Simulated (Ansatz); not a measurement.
Tl (omega (AlB2-type)): energy against volume

All numbers below come from DFT, revPBE, plane waves (420 eV) with PAW, scalar-relativistic (Ansatz). The PAW files were generated under PBE, with cores re-solved for the functional.

The cell is scaled uniformly from the relaxed one, with fractional coordinates and shape fixed. Energies are extrapolated to zero smearing, pressures are those at the given smearing. Magnetic state: spin not included.

A Birch-Murnaghan fit gives V₀ = 33.23 Å³/atom, B₀ = 21 GPa, B₀′ = 5.6.

(1) What are the energy above the minimum and the pressure at 29.371 Å³/atom?

(2) What are the energy above the minimum and the pressure at 30.707 Å³/atom?

(3) What are the energy above the minimum and the pressure at 37.382 Å³/atom?

## Answers

(1) 37.9 meV/atom and 3.71 GPa as computed.

(2) 14.7 meV/atom and 2.13 GPa as computed.

(3) 25.9 meV/atom and -1.69 GPa as computed.
